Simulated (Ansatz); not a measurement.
## TaC, a database entry at a rescaled volume

```yaml
crystal:
  lattice:
    - [0.00000, 2.23135, 2.23135]
    - [2.23135, 0.00000, 2.23135]
    - [2.23135, 2.23135, 0.00000]
  atoms:
    - { symbol: Ta, position: [0.00000, 0.00000, 0.00000] }
    - { symbol: C, position: [0.50000, 0.50000, 0.50000] }
```

Level: PBE, no spin polarisation; 420 eV; 13×13×13 Γ-centred mesh; fermi-dirac occupations (width 0.1 eV); Ansatz 0.2.0, fixed geometry.

(1) Is there a gap?

(2) Describe some of the short contacts.

(3) Which element gives electrons and which takes them?

(4) Is the cell too large or too small?

(5) Is it stable against the elements?

Origin: a database entry at a rescaled volume.

Answers

(1) It is a metal, with about 0.63 states/eV a cell as the mean within 0.25 eV of the Fermi level, mostly Ta d (70 %) and C p (25 %).

(2) Ta–C at 2.23 Å: least valence density 0.56 e/Å³ and ELF 0.30 there. Both are smooth PAW fields, read partly inside the augmentation spheres.

(3) Bader charges in e: Ta +1.91, C -1.91. In the mean Ta gives up most and C takes most.

(4) The pressure is 2.9 GPa (compression positive), so with the atoms held at these fractions the cell would first expand.

(5) -0.60 eV an atom against the elements' usual phases (free molecules for gases, crystals otherwise, with no correction for O₂ or N₂), so it is bound against them; other compounds may still compete. Relaxing would lower it.
